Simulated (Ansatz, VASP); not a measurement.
# Au in VASP and in Ansatz

```
CELL_PARAMETERS angstrom
1.40515 -2.43096 0.00000
1.40515 2.43096 0.00000
0.00000 0.00000 5.66420
ATOMIC_POSITIONS crystal
Au 0.00000 0.00000 0.25000
Au 0.00000 0.00000 0.75000
```

Alike in both runs: functional PBE; k mesh 8 × 8 × 4; occupations gaussian, width 0.1 eV; no spin polarisation.

Ansatz relaxed the structure, and its values are those at the end. VASP's run is a single point on that final structure, the one shown.

|  | VASP | Ansatz |
| --- | --- | --- |
| version | VASP 6.6.1 | Ansatz 0.2.0 |
| potentials or method | VASP PAW PBE potentials, release 64 (Au) | scalar-relativistic, plane waves, PAW |
| plane-wave cutoff (eV) | 520 | 420 |
| valence electrons in the cell | 22 | 38 |

|  | VASP | Ansatz | Ansatz less VASP |
| --- | --- | --- | --- |
| gap on the k mesh at the Fermi level (eV) | none | none | - |
| pressure (GPa) | -0.2 | 0.0 | +0.18 |

A gap of «none» marks a metal or a gap that the smearing closes. The two sets of potentials don't hold the same shells in valence.

The runs have no spin-orbit coupling, so splittings on Au are missing.
